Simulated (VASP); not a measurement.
Here is a VASP 6.6.1 calculation.

POSCAR

```
Na
1.0
   -1.8882910800      1.8882910800      2.6372766800
    1.8882910800     -1.8882910800      2.6372766800
    1.8882910800      1.8882910800     -2.6372766800
Na
1
Direct
    0.0000000000      0.0000000000      0.0000000000
```

The input INCAR.step1:

```
  PREC = Accurate
  ENCUT = 500
  EDIFF = 1E-5
  ISMEAR = 0
  SIGMA = 0.01
  LREAL = F
  LASPH = T
  NELM = 80
  ALGO = Normal
  ISIF = 2
  LWAVE = T
  LCHARG = F
  NBANDS = 32
  GGA = PE
```

Contents of INCAR.step2:

```
  PREC = Accurate
  ENCUT = 500
  EDIFF = 1E-7
  ISMEAR = 0
  SIGMA = 0.01
  LREAL = F
  LASPH = T
  NELM = 80
  ALGO = Normal
  ISIF = 2
  LWAVE = F
  LCHARG = F
  METAGGA = R2SCAN
  LHFCALC = T
  AEXX = 0.1
  LMIXTAU = T
  PRECFOCK = Fast
  HFRCUT = -1
  LUSE_VDW = T
  IVDW_NL = 2
  BPARAM = 11.95
  CPARAM = 0.0093
  LOPTICS = T
  NBANDS = 32
  NEDOS = 1000
  CSHIFT = 0.05
  ISTART = 1
```

KPOINTS

```
Automatic mesh
0
Gamma
  5 5 5
```

Potentials or basis: VASP PAW PBE potentials, release 64 (Na).

Launch:

```sh
$ cat potpaw_PBE.64/Na/POTCAR > POTCAR
$ cp INCAR.step1 INCAR
$ mpirun -np 1 vasp_std > vasp.out
$ cp INCAR.step2 INCAR
$ mpirun -np 1 vasp_std > vasp.out
```

Q: What does it give for the band gap on the k mesh?

A: None (metal or under the smearing width).

Q: Estimate the pressure.

A: -0.3 GPa.

Dielectric function (mean over the directions given):
| energy (eV) | real part | imaginary part |
| --- | --- | --- |
| 0.26 | 1.04 | 0.00 |
| 1.25 | 1.04 | 0.00 |
| 2.30 | 1.05 | 0.00 |
| 3.36 | 1.12 | 0.00 |
| 4.34 | 0.99 | 0.00 |
| 5.40 | 1.01 | 0.00 |
| 6.45 | 0.98 | 0.00 |
| 7.50 | 1.01 | 0.00 |
| 8.49 | 1.01 | 0.00 |
| 9.54 | 1.00 | 0.00 |
| 10.60 | 0.98 | 0.00 |
| 11.65 | 0.99 | 0.00 |
| 12.64 | 1.00 | 0.00 |
| 13.69 | 1.00 | 0.00 |
| 14.74 | 1.01 | 0.05 |
| 15.80 | 0.99 | 0.00 |
| 16.78 | 0.98 | 0.03 |
| 17.84 | 1.00 | 0.00 |
| 18.89 | 0.98 | 0.06 |
| 19.94 | 0.99 | 0.02 |

Caveat: the k mesh is coarse (spacing up to 0.47 Å⁻¹), so the values aren't converged, least of all with exact exchange; spectra need much finer meshes, so this one isn't converged; independent-particle spectra lack excitons; the intraband (Drude) part of a metal's response may be missing; the PAW data sets were made with another functional, which shifts forces and pressure a little; pairwise dispersion overbinds metals, which lowers pressure and volume.
